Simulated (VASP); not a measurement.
# SnO2 (Pa-3) in VASP: a series of runs

The runs below take SnO2 through core levels, dielectric tensor, with PBE, LDA.

All numbers are computed with VASP 6.6.1; they aren't measurements. Logs are shortened: lines on timing, memory, paths and dates and some standing lists are left out, and cuts for length are marked.

### 1 The structure

It takes space group Pa-3 (No. 205, cubic). Conventional cell: a = 5.175 Å, b = 5.175 Å, c = 5.175 Å, α = 90.00°, β = 90.00°, γ = 90.00°. Around Sn (site symmetry -3) lie 6 O at 2.11 Å. O (site symmetry 3) has 3 Sn at 2.11 Å as nearest neighbours.

Measurements of this composition are mostly on another form, of space group No. 136.

### 2 Core levels, PBE

Contents of INCAR:

```
PREC = Accurate
ENCUT = 520
EDIFF = 1E-6
ISMEAR = 0
SIGMA = 0.02
LREAL = False
LASPH = True
NELM = 60
ALGO = Normal
ISIF = 2
LWAVE = False
LCHARG = False
GGA = PE
ICORELEVEL = 1
```

Contents of KPOINTS:

```
Automatic mesh
0
Gamma
  4 4 4
```

Contents of POSCAR:

```
SnO2
1.0
    5.1752560000      0.0000000000      0.0000000000
    0.0000000000      5.1752560000      0.0000000000
    0.0000000000      0.0000000000      5.1752560000
Sn O
4 8
Direct
    0.0000000000      0.0000000000      0.0000000000
    0.5000000000      0.0000000000      0.5000000000
    0.5000000000      0.5000000000      0.0000000000
    0.0000000000      0.5000000000      0.5000000000
    0.6610980000      0.8389020000      0.1610980000
    0.8389020000      0.1610980000      0.6610980000
    0.1610980000      0.6610980000      0.8389020000
    0.3389020000      0.3389020000      0.3389020000
    0.6610980000      0.6610980000      0.6610980000
    0.8389020000      0.3389020000      0.1610980000
    0.1610980000      0.8389020000      0.3389020000
    0.3389020000      0.1610980000      0.8389020000
```

Potentials or basis: VASP PAW PBE potentials, release 64 (Sn_d, O).

Launch:

```
cat potpaw_PBE.64/Sn_d/POTCAR potpaw_PBE.64/O/POTCAR > POTCAR
mpirun -np 1 vasp_std > vasp.out
```

OUTCAR:

```text
PREC = Accurate
   ENCUT = 520
   EDIFF = 1E-6
   ISMEAR = 0
   LREAL = False
   LASPH = True
   NELM = 60
   ISIF = 2
   GGA = PE

 ion  position               nearest neighbor table
   1  0.000  0.000  0.000-   5 2.11   6 2.11   7 2.11  10 2.11  11 2.11  12 2.11   2 3.66   3 3.66
                             4 3.66   2 3.66   4 3.66   3 3.66   4 3.66   4 3.66   2 3.66   3 3.66
   2  0.500  0.000  0.500-   5 2.11   6 2.11   8 2.11   9 2.11  11 2.11  12 2.11   1 3.66   3 3.66
                             4 3.66   1 3.66   3 3.66   3 3.66   4 3.66   3 3.66   1 3.66   4 3.66
   3  0.500  0.500  0.000-   5 2.11   7 2.11   8 2.11   9 2.11  10 2.11  12 2.11   1 3.66   2 3.66
                             4 3.66   2 3.66   4 3.66   1 3.66   2 3.66   2 3.66   1 3.66   4 3.66
   4  0.000  0.500  0.500-   6 2.11   7 2.11   8 2.11   9 2.11  10 2.11  11 2.11   1 3.66   2 3.66
                             3 3.66   1 3.66   3 3.66   1 3.66   2 3.66   1 3.66   2 3.66   3 3.66
   5  0.661  0.839  0.161-   1 2.11   2 2.11   3 2.11
   6  0.839  0.161  0.661-   1 2.11   2 2.11   4 2.11
   7  0.161  0.661  0.839-   1 2.11   3 2.11   4 2.11
   8  0.339  0.339  0.339-   2 2.11   3 2.11   4 2.11
   9  0.661  0.661  0.661-   2 2.11   3 2.11   4 2.11
  10  0.839  0.339  0.161-   1 2.11   3 2.11   4 2.11
  11  0.161  0.839  0.339-   1 2.11   2 2.11   4 2.11
  12  0.339  0.161  0.839-   1 2.11   2 2.11   3 2.11

  LATTYP: Found a simple cubic cell.
 ALAT       =     5.1752560000

  Lattice vectors:

 A1 = (   5.1752560000,   0.0000000000,   0.0000000000)
 A2 = (   0.0000000000,   5.1752560000,   0.0000000000)
 A3 = (   0.0000000000,   0.0000000000,   5.1752560000)

Analysis of symmetry for initial positions (statically):
=====================================================================
 Subroutine PRICEL returns:
 Original cell was already a primitive cell.

 Routine SETGRP: Setting up the symmetry group for a
 simple cubic supercell.

 Subroutine GETGRP returns: Found 24 space group operations
 (whereof  6 operations were pure point group operations)
 out of a pool of 48 trial point group operations.

The static configuration has the point symmetry S_6 .
 The point group associated with its full space group is T_h .

Analysis of symmetry for dynamics (positions and initial velocities):
=====================================================================
 Subroutine PRICEL returns:
 Original cell was already a primitive cell.

 Routine SETGRP: Setting up the symmetry group for a
 simple cubic supercell.

 Subroutine GETGRP returns: Found 24 space group operations
 (whereof  6 operations were pure point group operations)
 out of a pool of 48 trial point group operations.

The dynamic configuration has the point symmetry S_6 .
 The point group associated with its full space group is T_h .

 Subroutine INISYM returns: Found 24 space group operations
 (whereof  6 operations are pure point group operations),
 and found     1 'primitive' translations

----------------------------------------------------------------------------------------

                                     Primitive cell

  volume of cell :     138.6103

  direct lattice vectors                    reciprocal lattice vectors
     5.175256000  0.000000000  0.000000000     0.193227156  0.000000000  0.000000000
     0.000000000  5.175256000  0.000000000     0.000000000  0.193227156  0.000000000
     0.000000000  0.000000000  5.175256000     0.000000000  0.000000000  0.193227156

  length of vectors
     5.175256000  5.175256000  5.175256000     0.193227156  0.193227156  0.193227156

  position of ions in fractional coordinates (direct lattice)
     0.000000000  0.000000000  0.000000000
     0.500000000  0.000000000  0.500000000
     0.500000000  0.500000000  0.000000000
     0.000000000  0.500000000  0.500000000
     0.661098000  0.838902000  0.161098000
     0.838902000  0.161098000  0.661098000
     0.161098000  0.661098000  0.838902000
     0.338902000  0.338902000  0.338902000
     0.661098000  0.661098000  0.661098000
     0.838902000  0.338902000  0.161098000
     0.161098000  0.838902000  0.338902000
     0.338902000  0.161098000  0.838902000

  ion indices of the primitive-cell ions
   primitive index   ion index
                 1           1
                 2           2
                 3           3
                 4           4
                 5           5
                 6           6
                 7           7
                 8           8
                 9           9
                10          10
                11          11
                12          12

----------------------------------------------------------------------------------------

 KPOINTS: Automatic mesh

Automatic generation of k-mesh.
 Grid dimensions read from file:
 generate k-points for:    4    4    4

 Generating k-lattice:

  Cartesian coordinates                     Fractional coordinates (reciprocal lattice)
     0.048306789  0.000000000  0.000000000     0.250000000  0.000000000  0.000000000
     0.000000000  0.048306789  0.000000000     0.000000000  0.250000000  0.000000000
     0.000000000  0.000000000  0.048306789     0.000000000  0.000000000  0.250000000

  Length of vectors
     0.048306789  0.048306789  0.048306789

  Shift w.r.t. Gamma in fractional coordinates (k-lattice)
     0.000000000  0.000000000  0.000000000

 Subroutine IBZKPT returns following result:
 ===========================================

 Found     11 irreducible k-points:

 Following reciprocal coordinates:
            Coordinates               Weight
  0.000000  0.000000  0.000000      1.000000
  0.250000  0.000000  0.000000      6.000000
  0.500000  0.000000  0.000000      3.000000
  0.250000  0.250000  0.000000     12.000000
  0.500000  0.250000  0.000000      6.000000
 -0.250000  0.500000  0.000000      6.000000
  0.500000  0.500000  0.000000      3.000000
  0.250000  0.250000  0.250000      8.000000
  0.500000  0.250000  0.250000     12.000000
  0.500000  0.500000  0.250000      6.000000
  0.500000  0.500000  0.500000      1.000000
   k-points           NKPTS =     11   k-points in BZ     NKDIM =     11   number of bands    NBANDS=     62
   number of dos      NEDOS =    301   number of ions     NIONS =     12
   total plane-waves  NPLWV =  64000
   dimension x,y,z NGX =    40 NGY =   40 NGZ =   40
   dimension x,y,z NGXF=    80 NGYF=   80 NGZF=   80
   ions per type =               4   8
   NGX,Y,Z   is equivalent  to a cutoff of  12.85, 12.85, 12.85 a.u.
   NGXF,Y,Z  is equivalent  to a cutoff of  25.70, 25.70, 25.70 a.u.
 SYSTEM =  unknown system
   PREC   = accura    normal or accurate (medium, high low for compatibility)
   ISTART =      0    job   : 0-new  1-cont  2-samecut
   ICHARG =      2    charge: 1-file 2-atom 10-const
   ISPIN  =      1    spin polarized calculation?
   LNONCOLLINEAR =      F non collinear calculations
   LSORBIT =      F    spin-orbit coupling
   LASPH  =      T    aspherical Exc in radial PAW
   ENCUT  =  520.0 eV  38.22 Ry    6.18 a.u.   9.62  9.62  9.62*2*pi/ulx,y,z
   NELM   =     60;   NELMIN=  2; NELMDL= -5     # of ELM steps
   EDIFF  = 0.1E-05   stopping-criterion for ELM
   LREAL  =      F    real-space projection
   EDIFFG = 0.1E-04   stopping-criterion for IOM
   NSW    =      0    number of steps for IOM
   IBRION =     -1    ionic relax: 0-MD 1-quasi-New 2-CG
   NFREE  =      0    steps in history (QN), initial steepest desc. (CG)
   ISIF   =      2    stress and relaxation
   ISYM   =      2    0-nonsym 1-usesym 2-fastsym
   POTIM  = 0.5000    time-step for ionic-motion
   TEBEG  =    0.0;   TEEND  =   0.0 temperature during run
   PSTRESS=    0.0 pullay stress
   NELECT =     104.0000    total number of electrons
   NUPDOWN=      -1.0000    fix difference up-down
   EMIN   =  10.00;   EMAX   =-10.00  energy-range for DOS
   EFERMI =   0.00;   METHOD = LEGACY
   ISMEAR =     0;   SIGMA  =   0.02  broadening in eV -4-tet -1-fermi 0-gaus
   EFERMI_NEDOS =   21; number of points for ismear=-14 and -15
   IALGO  =     38    algorithm
   IMIX   =      4    mixing-type and parameters
     AMIX     =   0.40;   BMIX     =  1.00
     AMIX_MAG =   1.60;   BMIX_MAG =  1.00
  volume/ion in A,a.u.               =      11.55        77.95
  Fermi-wavevector in a.u.,A,eV,Ry     =   1.487604  2.811165 30.109240  2.212967
  Thomas-Fermi vector in A             =   2.600744
   LORBIT       =      0    0 simple, 1 ext, 2 COOP (PROOUT), +10 PAW based schemes
   GGA     = PE    functional components
   LHFCALC =     F    Hartree Fock is set to
   AEXX    =    0.0000 exact exchange contribution
   IVDW    =     0    specifies the selected vdW correction
   LEPSILON=     F    determine dielectric tensor
   LRPA    =     F    only Hartree local field effects (RPA)
 non-spin polarized calculation
 Gauss-broadening in eV      SIGMA  =   0.02
  energy-cutoff  :      520.00
  volume of cell :      138.61
 maximum number of plane-waves:      3771
 NGX is ok and might be reduce to    40
   NGX = 19   NGY = 19   NGZ = 19

 number of electron     103.9999973 magnetization

 Free energy of the ion-electron system (eV)
  ---------------------------------------------------
  ext. energy  EPLUGINS =         0.00000000
  ---------------------------------------------------
  free energy    TOTEN  =       -73.41297801 eV

  energy without entropy =      -73.41297801  energy(sigma->0) =      -73.41297801

 the core state eigenenergies are
   1-  1s -28994.4470  2s  -4365.8309  2p  -3917.4521  3s   -832.2028  3p   -685.7494
       3d   -460.4400  4s   -121.3543  4p    -77.1612
   2-  1s -28994.4470  2s  -4365.8309  2p  -3917.4521  3s   -832.2028  3p   -685.7494
       3d   -460.4400  4s   -121.3543  4p    -77.1612
   3-  1s -28994.4470  2s  -4365.8309  2p  -3917.4521  3s   -832.2028  3p   -685.7494
       3d   -460.4400  4s   -121.3543  4p    -77.1612
   4-  1s -28994.4470  2s  -4365.8309  2p  -3917.4521  3s   -832.2028  3p   -685.7494
       3d   -460.4400  4s   -121.3543  4p    -77.1612
   5-  1s   -497.6271
   6-  1s   -497.6271
   7-  1s   -497.6271
   8-  1s   -497.6271
   9-  1s   -497.6271
  10-  1s   -497.6271
  11-  1s   -497.6271
  12-  1s   -497.6271

 E-fermi :   6.6697     XC(G=0): -11.6227

 val. band max:        6.5458000871   @ k =   0.5000   0.0000   0.0000
 cond. band min:       7.1087792460   @ k =   0.0000   0.0000   0.0000
 fundamental gap:      0.5629791589
 Fermi energy:         6.6697130088

 k-point     1 :       0.0000    0.0000    0.0000
  band No.  band energies     occupation
      1     -14.2516      2.00000
      2     -14.2516      2.00000
      3     -14.2516      2.00000
      4     -13.5784      2.00000
      5     -13.5784      2.00000
      6     -13.5784      2.00000
[... 54 lines left out ...]
     61      15.0783      0.00000
     62      15.0840      0.00000

 k-point     2 :       0.2500    0.0000    0.0000
  band No.  band energies     occupation
      1     -14.1878      2.00000
      2     -14.1847      2.00000
      3     -14.1672      2.00000
      4     -13.6556      2.00000
      5     -13.6505      2.00000
      6     -13.6335      2.00000
[... 54 lines left out ...]
     61      15.2119      0.00000
     62      15.2511      0.00000

 k-point     3 :       0.5000    0.0000    0.0000
  band No.  band energies     occupation
      1     -14.0893      2.00000
      2     -14.0893      2.00000
      3     -13.9370      2.00000
      4     -13.9370      2.00000
      5     -13.7577      2.00000
      6     -13.7577      2.00000
[... 54 lines left out ...]
     61      15.9741      0.00000
     62      15.9754      0.00000

 k-point     4 :       0.2500    0.2500    0.0000
  band No.  band energies     occupation
      1     -14.1725      2.00000
      2     -14.1183      2.00000
      3     -14.0664      2.00000
      4     -13.7499      2.00000
      5     -13.7457      2.00000
      6     -13.6324      2.00000
[... 54 lines left out ...]
     61      15.5617      0.00000
     62      15.5733      0.00000

 k-point     5 :       0.5000    0.2500    0.0000
  band No.  band energies     occupation
      1     -14.0697      2.00000
      2     -14.0697      2.00000
      3     -13.8714      2.00000
      4     -13.8714      2.00000
      5     -13.8413      2.00000
      6     -13.8413      2.00000
      7     -13.5517      2.00000
      8     -13.5517      2.00000
      9     -13.5037      2.00000
     10     -13.5037      2.00000
     11     -13.4704      2.00000
     12     -13.4704      2.00000
     13     -13.3990      2.00000

------------------------ aborting loop because EDIFF is reached ----------------------------------------

  FORCE on cell =-STRESS in cart. coord.  units (eV):
  Direction    XX          YY          ZZ          XY          YZ          ZX
  --------------------------------------------------------------------------------------
  -------------------------------------------------------------------------------------
  Total       -0.0327356     -0.0327356     -0.0327356      0.0000000     -0.0000000     -0.0000000
  in kB       -0.3783861     -0.3783861     -0.3783861      0.0000000     -0.0000000     -0.0000000
  external PRESSURE =      -0.3783861 kB  Pullay stress =       0.0000000 kB

 VOLUME and BASIS-vectors are now :
 -----------------------------------------------------------------------------
  energy-cutoff  :      520.00
  volume of cell :      138.61
      direct lattice vectors                 reciprocal lattice vectors
     5.175256000  0.000000000  0.000000000     0.193227156  0.000000000  0.000000000
     0.000000000  5.175256000  0.000000000     0.000000000  0.193227156  0.000000000
     0.000000000  0.000000000  5.175256000     0.000000000  0.000000000  0.193227156

 POSITION                                       TOTAL-FORCE (eV/Angst)
 -----------------------------------------------------------------------------------
      0.00000      0.00000      0.00000         0.000000      0.000000      0.000000
      2.58763      0.00000      2.58763         0.000000      0.000000      0.000000
      2.58763      2.58763      0.00000         0.000000      0.000000      0.000000
      0.00000      2.58763      2.58763         0.000000      0.000000      0.000000
      3.42135      4.34153      0.83372        -0.002886      0.002886     -0.002886
      4.34153      0.83372      3.42135         0.002886     -0.002886     -0.002886
      0.83372      3.42135      4.34153        -0.002886     -0.002886      0.002886
      1.75390      1.75390      1.75390         0.002886      0.002886      0.002886
      3.42135      3.42135      3.42135        -0.002886     -0.002886     -0.002886
      4.34153      1.75390      0.83372         0.002886      0.002886     -0.002886
      0.83372      4.34153      1.75390        -0.002886      0.002886      0.002886
      1.75390      0.83372      4.34153         0.002886     -0.002886      0.002886
 -----------------------------------------------------------------------------------
    total drift:                                0.000000      0.000000     -0.000000

  FREE ENERGIE OF THE ION-ELECTRON SYSTEM (eV)
  ---------------------------------------------------
  free  energy   TOTEN  =       -73.4129780073 eV

  energy  without entropy=      -73.4129780073  energy(sigma->0) =      -73.41297801
```

It took 56 s on 1 thread of Intel Xeon Platinum 8559C (Emerald Rapids), shared host; peak memory 0.26 GiB.

Results:

- Free energy: -73.4130 eV
- Pressure: 0.0 GPa
- Largest force: 0.005 eV/Å
- Band gap on the k mesh: 0.56 eV, indirect (least direct gap 0.62 eV)

Forces on the atoms (eV/Å):
```
Sn   0.000  0.000  0.000
Sn   0.000  0.000  0.000
Sn   0.000  0.000  0.000
Sn   0.000  0.000  0.000
O   -0.003  0.003 -0.003
O    0.003 -0.003 -0.003
O   -0.003 -0.003  0.003
O    0.003  0.003  0.003
O   -0.003 -0.003 -0.003
O    0.003  0.003 -0.003
O   -0.003  0.003  0.003
O    0.003 -0.003  0.003
```

Levels at points of the mesh, in eV from the valence-band top:
| k point | band 50 | band 51 | band 52 | band 53 | band 54 | band 55 |
| --- | --- | --- | --- | --- | --- | --- |
| (0.00, 0.00, 0.00) | -0.06 | -0.06 | -0.06 | 0.56 | 5.73 | 5.73 |
| (0.50, 0.00, 0.00) | -0.44 | 0.00 | 0.00 | 3.63 | 3.63 | 4.85 |
| (0.50, 0.50, 0.00) | -0.30 | -0.30 | -0.30 | 4.50 | 4.50 | 4.50 |
| (0.50, 0.50, 0.50) | -0.61 | -0.61 | -0.61 | 4.98 | 4.98 | 4.98 |

Core levels (eV, on the scale of the bands):
| atom | levels |
| --- | --- |
| 1 Sn | 1s -28994.4, 2s -4365.8, 2p -3917.5, 3s -832.2, 3p -685.7, 3d -460.4, 4s -121.4, 4p -77.2 |
| 2 Sn | 1s -28994.4, 2s -4365.8, 2p -3917.5, 3s -832.2, 3p -685.7, 3d -460.4, 4s -121.4, 4p -77.2 |
| 3 Sn | 1s -28994.4, 2s -4365.8, 2p -3917.5, 3s -832.2, 3p -685.7, 3d -460.4, 4s -121.4, 4p -77.2 |
| 4 Sn | 1s -28994.4, 2s -4365.8, 2p -3917.5, 3s -832.2, 3p -685.7, 3d -460.4, 4s -121.4, 4p -77.2 |
| 5 O | 1s -497.6 |
| 6 O | 1s -497.6 |

Caveat: spin-orbit coupling is left out, which moves the levels of the heavy elements. A k mesh can miss the band edges.

[end of part 1 of 2]
